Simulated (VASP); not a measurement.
# Sn in VASP: further runs, part 3 of 3

VASP 6.6.1.

### Step 6. Single point, PBE

INCAR

```
SYSTEM = Sn
ADDGRID = .FALSE.
ALGO = Normal
EDIFF = 1E-7
ENCUT = 450
GGA = PE
ISIF = 2
ISMEAR = 1
LASPH = .FALSE.
LCHARG = .FALSE.
LREAL = .FALSE.
LWAVE = .FALSE.
NELM = 100
PREC = Accurate
SIGMA = 0.2
```

KPOINTS

```
k-points
0
G
  12 12 12
  0 0 0
```

POSCAR

```
Sn
1.0
   -1.6810770000      1.7214010000      2.3373330000
    1.7271670000     -1.7623000000      2.4024190000
    1.7145940000      1.7948920000     -2.3683880000
Sn
1
Direct
    0.0245380000     -0.0183670000      0.0024320000
```

Potentials or basis: VASP PAW PBE potentials, release 64 (Sn).

Started as:

```
$ cat potpaw_PBE.64/Sn/POTCAR > POTCAR
$ mpirun -np 1 vasp_std > vasp.out
```

OUTCAR:

```text
SYSTEM = Sn
   EDIFF = 1E-7
   ENCUT = 450
   GGA = PE
   ISIF = 2
   ISMEAR = 1
   LASPH = .FALSE.
   LREAL = .FALSE.
   NELM = 100
   PREC = Accurate

 Found    868 irreducible k-points:

 Following reciprocal coordinates:
            Coordinates               Weight
  0.000000  0.000000  0.000000      1.000000
  0.083333  0.000000  0.000000      2.000000
  0.166667  0.000000  0.000000      2.000000
  0.250000  0.000000  0.000000      2.000000
  0.333333  0.000000  0.000000      2.000000
  0.416667  0.000000  0.000000      2.000000
   k-points           NKPTS =    868   k-points in BZ     NKDIM =    868   number of bands    NBANDS=      6
   number of dos      NEDOS =    301   number of ions     NIONS =      1
   total plane-waves  NPLWV =  13824
   dimension x,y,z NGX =    24 NGY =   24 NGZ =   24
   dimension x,y,z NGXF=    48 NGYF=   48 NGZF=   48
   ions per type =               1
   NGX,Y,Z   is equivalent  to a cutoff of  11.89, 11.59, 11.63 a.u.
   NGXF,Y,Z  is equivalent  to a cutoff of  23.79, 23.17, 23.26 a.u.
 SYSTEM =  Sn
   PREC   = accura    normal or accurate (medium, high low for compatibility)
   ISTART =      0    job   : 0-new  1-cont  2-samecut
   ICHARG =      2    charge: 1-file 2-atom 10-const
   ISPIN  =      1    spin polarized calculation?
   LNONCOLLINEAR =      F non collinear calculations
   LSORBIT =      F    spin-orbit coupling
   LASPH  =      F    aspherical Exc in radial PAW
   ENCUT  =  450.0 eV  33.07 Ry    5.75 a.u.   5.80  5.96  5.93*2*pi/ulx,y,z
   NELM   =    100;   NELMIN=  2; NELMDL= -5     # of ELM steps
   EDIFF  = 0.1E-06   stopping-criterion for ELM
   LREAL  =      F    real-space projection
   EDIFFG = 0.1E-05   stopping-criterion for IOM
   NSW    =      0    number of steps for IOM
   IBRION =     -1    ionic relax: 0-MD 1-quasi-New 2-CG
   NFREE  =      0    steps in history (QN), initial steepest desc. (CG)
   ISIF   =      2    stress and relaxation
   ISYM   =      2    0-nonsym 1-usesym 2-fastsym
   POTIM  = 0.5000    time-step for ionic-motion
   TEBEG  =    0.0;   TEEND  =   0.0 temperature during run
   PSTRESS=    0.0 pullay stress
   NELECT =       4.0000    total number of electrons
   NUPDOWN=      -1.0000    fix difference up-down
   EMIN   =  10.00;   EMAX   =-10.00  energy-range for DOS
   EFERMI =   0.00;   METHOD = LEGACY
   ISMEAR =     1;   SIGMA  =   0.20  broadening in eV -4-tet -1-fermi 0-gaus
   EFERMI_NEDOS =   21; number of points for ismear=-14 and -15
   IALGO  =     38    algorithm
   IMIX   =      4    mixing-type and parameters
     AMIX     =   0.40;   BMIX     =  1.00
     AMIX_MAG =   1.60;   BMIX_MAG =  1.00
  volume/ion in A,a.u.               =      28.67       193.50
  Fermi-wavevector in a.u.,A,eV,Ry     =   0.849055  1.604482  9.808370  0.720895
  Thomas-Fermi vector in A             =   1.964816
   LORBIT       =      0    0 simple, 1 ext, 2 COOP (PROOUT), +10 PAW based schemes
   GGA     = PE    functional components
   LHFCALC =     F    Hartree Fock is set to
   AEXX    =    0.0000 exact exchange contribution
   IVDW    =     0    specifies the selected vdW correction
   LEPSILON=     F    determine dielectric tensor
   LRPA    =     F    only Hartree local field effects (RPA)
 non-spin polarized calculation
 Methfessel and Paxton  Order N= 1 SIGMA  =   0.20
  energy-cutoff  :      450.00
  volume of cell :       28.67
 maximum number of plane-waves:       636
   NGX = 11   NGY = 11   NGZ = 11

 number of electron       4.0000000 magnetization

 Free energy of the ion-electron system (eV)
  ---------------------------------------------------
  ext. energy  EPLUGINS =         0.00000000
  ---------------------------------------------------
  free energy    TOTEN  =        -3.76458137 eV

  energy without entropy =       -3.76390266  energy(sigma->0) =       -3.76435513

 E-fermi :   4.9323     XC(G=0):  -9.9665

 val. band max:        4.9306271295   @ k =   0.2500  -0.1667   0.3333
 cond. band min:       4.9416080424   @ k =  -0.2500  -0.1667   0.4167
 fundamental gap:      0.0109809129
 Fermi energy:         4.9322738653

 k-point     1 :       0.0000    0.0000    0.0000
  band No.  band energies     occupation
      1      -5.8271      2.00000
      2      11.8339      0.00000
      3      12.2029      0.00000
      4      12.5655      0.00000
      5      15.5969      0.00000
      6      15.7597      0.00000

 k-point     2 :       0.0833    0.0000    0.0000
  band No.  band energies     occupation
      1      -5.6897      2.00000
      2      10.8759      0.00000
      3      11.7144      0.00000
      4      12.2082      0.00000
      5      14.8645      0.00000
      6      16.1488      0.00000

 k-point     3 :       0.1667    0.0000    0.0000
  band No.  band energies     occupation
      1      -5.2779      2.00000
      2       8.3925     -0.00000
      3      11.3962      0.00000
      4      11.6472      0.00000
      5      14.4548      0.00000
      6      16.7790      0.00000

 k-point     4 :       0.2500    0.0000    0.0000
  band No.  band energies     occupation
      1      -4.5953      2.00000
      2       5.8818     -0.00000
      3      11.0373      0.00000
      4      11.1078      0.00000
      5      14.2318      0.00000
      6      16.1834      0.00000

 k-point     5 :       0.3333    0.0000    0.0000
  band No.  band energies     occupation
      1      -3.6567      2.00000
      2       3.5790      2.00000
      3      10.5866      0.00000
      4      10.8420      0.00000
      5      14.1875      0.00000
      6      15.5098      0.00000

 k-point     6 :       0.4167    0.0000    0.0000
  band No.  band energies     occupation
      1      -2.5344      2.00000
      2       1.6208      2.00000
      3      10.2844      0.00000
      4      10.6946      0.00000
      5      14.3097      0.00000
      6      15.0784      0.00000

 [... further k-points ...]

------------------------ aborting loop because EDIFF is reached ----------------------------------------

  FORCE on cell =-STRESS in cart. coord.  units (eV):
  Direction    XX          YY          ZZ          XY          YZ          ZX
  --------------------------------------------------------------------------------------
  -------------------------------------------------------------------------------------
  Total       -0.1959165     -0.2347164     -0.2839005      0.0351902     -0.0502162      0.0294276
  in kB      -10.9472468    -13.1152740    -15.8635406      1.9663270     -2.8059378      1.6443312
  external PRESSURE =     -13.3086872 kB  Pullay stress =       0.0000000 kB

 VOLUME and BASIS-vectors are now :
 -----------------------------------------------------------------------------
  energy-cutoff  :      450.00
  volume of cell :       28.67
      direct lattice vectors                 reciprocal lattice vectors
    -1.681077000  1.721401000  2.337333000    -0.004822354  0.286321943  0.213499049
     1.727167000 -1.762300000  2.402419000     0.288499269 -0.000911461  0.208168231
     1.714594000  1.794892000 -2.368388000     0.287885548  0.281643047 -0.000369160

 POSITION                                       TOTAL-FORCE (eV/Angst)
 -----------------------------------------------------------------------------------
      1.65836     -1.68333      2.40989         0.000000      0.000000      0.000000
 -----------------------------------------------------------------------------------
    total drift:                               -0.000000      0.000000      0.000000

  FREE ENERGIE OF THE ION-ELECTRON SYSTEM (eV)
  ---------------------------------------------------
  free  energy   TOTEN  =        -3.7645813736 eV

  energy  without entropy=       -3.7639026572  energy(sigma->0) =       -3.76435513
```

OSZICAR:

```text
N       E                     dE             d eps       ncg     rms          rms(c)
DAV:   1     0.574421528718E+00    0.57442E+00   -0.13499E+03 10530   0.426E+02
DAV:   2    -0.373280773120E+01   -0.43072E+01   -0.41338E+01 14376   0.374E+01
DAV:   3    -0.377850528306E+01   -0.45698E-01   -0.45444E-01 12612   0.435E+00
DAV:   4    -0.377856724560E+01   -0.61963E-04   -0.61961E-04 14640   0.191E-01
DAV:   5    -0.377856734321E+01   -0.97602E-07   -0.97768E-07 12900   0.498E-03    0.129E+00
DAV:   6    -0.377008778762E+01    0.84796E-02   -0.22131E-03 12300   0.320E-01    0.757E-01
DAV:   7    -0.376450455293E+01    0.55832E-02   -0.62937E-03 11130   0.542E-01    0.539E-02
DAV:   8    -0.376457989362E+01   -0.75341E-04   -0.69179E-05 14622   0.664E-02    0.875E-03
DAV:   9    -0.376458137497E+01   -0.14814E-05   -0.25885E-06 12660   0.132E-02    0.324E-03
DAV:  10    -0.376458137362E+01    0.13546E-08   -0.49929E-07 13272   0.461E-03
   1 F= -.37645814E+01 E0= -.37643551E+01  d E =-.678716E-03
```

It took 29 s on 1 thread of Intel Xeon 6975P-C (Granite Rapids), shared host; peak memory 0.24 GiB.

These settings aren't checked as converged: the numbers below hold their error.

What came out:

| Quantity | Value |
| --- | --- |
| Free energy | -3.7646 eV |
| Pressure | -1.3 GPa |
| Band gap on the k mesh | none (metal or under the smearing width) |

### Step 7. The reference run

An earlier run on the cell as given: functional PBE; potentials or basis VASP PAW PBE potentials, release 64 (Sn_d); cutoff 520 eV; k mesh 11 × 11 × 11; occupations fermi-dirac, width 0.05 eV; no spin polarisation.

* Pressure: -1.1 GPa
* Band gap on the k mesh: none (metal or under the smearing width)
